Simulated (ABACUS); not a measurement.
N:

```
CELL_PARAMETERS angstrom
4.08406 0.00000 0.00000
0.00000 4.08406 0.00000
0.00000 0.00000 5.34591
ATOMIC_POSITIONS crystal
N 0.40428 0.59572 0.50000
N 0.09572 0.09572 0.00000
N 0.59572 0.40428 0.50000
N 0.90428 0.90428 0.00000
```

| Quantity | Value |
| --- | --- |
| Program | ABACUS 3.10.1 |
| Task | single point |
| Functional | PBE |
| Potentials or basis | PseudoDojo NC SR 0.4.1 PBE standard |
| Cutoff | 1143 eV |
| Density cutoff | 4572 eV |
| Basis | plane waves |
| k mesh | 7 × 7 × 5 |
| Occupations | fermi-dirac, width 0.05 eV |
| Spin | no spin polarisation |

On this cell: pressure -0.1 GPa; largest force 0.444 eV/Å; band gap on the k mesh 6.94 eV, indirect (least direct gap 7.12 eV).

The same run follows on a disturbed copy (atoms moved at random, drawn with an rms of 0.05 Å):

```
N
1.0
     4.08406    0.00000    0.00000
     0.00000    4.08406    0.00000
     0.00000    0.00000    5.34591
N
4
Cartesian
  1.7097 2.4342 2.6846
  0.3816 0.3754 -0.0368
  2.4664 1.6130 2.6615
  3.7220 3.6837 -0.0286
```

**Question.** What changes?

**Answer.** The energy moves by +17.9 meV/atom; pressure 2.0 GPa; largest force 4.338 eV/Å; band gap on the k mesh 6.99 eV, indirect (least direct gap 7.18 eV).

Forces in eV/Å, atoms in the order of the input:
```
N    1.289 -1.417 -0.047
N    3.006  3.127 -0.027
N   -1.293  1.417  0.034
N   -3.002 -3.127  0.039
```

Stress tensor (GPa, compression positive):
```
 2.76  6.10  0.00
 6.10  2.83 -0.10
 0.00 -0.10  0.52
```

Caveats: an odd mesh through Γ misses points on the zone boundary, where band edges often lie.
